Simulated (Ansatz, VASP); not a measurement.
**Two plane-wave programs on Al**

```xyz
2
Lattice="4.5451 0.0000 0.0000 -2.2726 3.9362 0.0000 0.0000 0.0000 2.7531" Properties=species:S:1:pos:R:3 pbc="T T T"
Al    0.0000    2.6241    0.0000
Al    2.2726    1.3121    0.0000
```

Alike in both runs: functional PBE; k mesh 12 × 12 × 20; occupations gaussian, width 0.1 eV; no spin polarisation.

Ansatz relaxed the structure, and its values are those at the end. VASP's run is a single point on that final structure, the one shown.

```csv
,VASP,Ansatz
version,VASP 6.6.1,Ansatz 0.2.0
potentials or method,"VASP PAW PBE potentials, release 64 (Al)","scalar-relativistic, plane waves, PAW"
plane-wave cutoff (eV),520,420
valence electrons in the cell,6,6
```

|  | VASP | Ansatz | Ansatz less VASP |
| --- | --- | --- | --- |
| gap on the k mesh at the Fermi level (eV) | none | none | - |
| pressure (GPa) | 0.0 | 0.0 | +0.02 |

A gap of «none» marks a metal or a gap that the smearing closes.
